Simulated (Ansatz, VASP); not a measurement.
# Ni in VASP and in Ansatz

```
Ni
1.0
     0.00000    1.76044    1.76044
     1.76044    0.00000    1.76044
     1.76044    1.76044    0.00000
Ni
1
Direct
  0.00000 0.00000 0.00000
```

Change from the starting cell: volume scaled by 1.04.

Alike in both runs: task single point; functional PBEsol; k mesh 13 × 13 × 13; occupations fermi-dirac, width 0.05 eV; collinear spin, ferromagnetic start.

|  | VASP | Ansatz |
| --- | --- | --- |
| version | VASP 6.6.1 | Ansatz 0.2.0 |
| potentials or method | VASP PAW PBE potentials, release 64 (Ni) | Ansatz PAW |
| plane-wave cutoff (eV) | 520 | 420 |
| valence electrons in the cell | 10 | 18 |

```tsv
	VASP	Ansatz	Ansatz less VASP
gap on the k mesh at the Fermi level (eV)	none	none	-
pressure (GPa)	-10.1	-10.2	-0.11
net moment per atom (μB)	0.63	0.63	+0.006
size of the moment on the site where the two differ most (μB)	0.64	0.67	+0.032
```

Site moments also hang on the region over which each program counts them. A gap of «none» marks a metal or a gap that the smearing closes. With one functional, cell and mesh, what is left measures potentials, basis and numerics. The two sets of potentials don't hold the same shells in valence.

Caveats: the PAW data sets were made with another functional, which shifts forces and pressure a little (VASP); the PAW data sets come from PBE, with cores solved anew for the run's functional, which leaves a small shift of forces and pressure (Ansatz).
